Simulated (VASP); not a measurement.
The system is Au.

```
Au
1.0
    -1.45848    1.45848    2.21886
     1.45848   -1.45848    2.21886
     1.45848    1.45848   -2.21886
Au
1
Cartesian
  0.0000 0.0000 0.0000
```

The cell was built by a generator and needn't be a form met in nature.

| Item | Value |
| --- | --- |
| Program | VASP 6.6.1 |
| Task | relaxation of cell and atoms |
| Functional | r2SCAN |
| Potentials or basis | VASP PAW PBE potentials, release 64 (Au) |
| Cutoff | 600 eV |
| k mesh | 8 × 8 × 8 |
| Occupations | gaussian, width 0.1 eV |
| Spin | no spin polarisation |

At the start: pressure -8.4 GPa; volume 18.88 Å³/atom.

Q: How do energy, volume and symmetry change on relaxing?

A: Over 6 steps the energy falls by 35.6 meV/atom and the volume is 17.66 Å³/atom (-6.4 %); space group I4/mmm (No. 139, to 0.05 Å).

The path:
```csv
step,energy change (eV),largest force (eV/Å),pressure (GPa),volume (Å³)
1,0.0000,0.0000,-8.39,18.88
2,0.0250,0.0000,15.60,16.31
3,-0.0348,0.0000,-0.10,17.68
4,-0.0348,0.0000,0.12,17.65
5,-0.0352,0.0000,0.10,17.66
6,-0.0356,0.0000,0.10,17.66
```

Final structure:
```xyz
1
Lattice="-1.4151 1.4151 2.2049 1.4151 -1.4151 2.2049 1.4151 1.4151 -2.2049" Properties=species:S:1:pos:R:3 pbc="T T T"
Au    0.0000    0.0000    0.0000
```

Caveat: the k mesh is coarse (spacing up to 0.38 Å⁻¹), so the values aren't converged; the PAW data sets were made with another functional, which shifts forces and pressure a little.
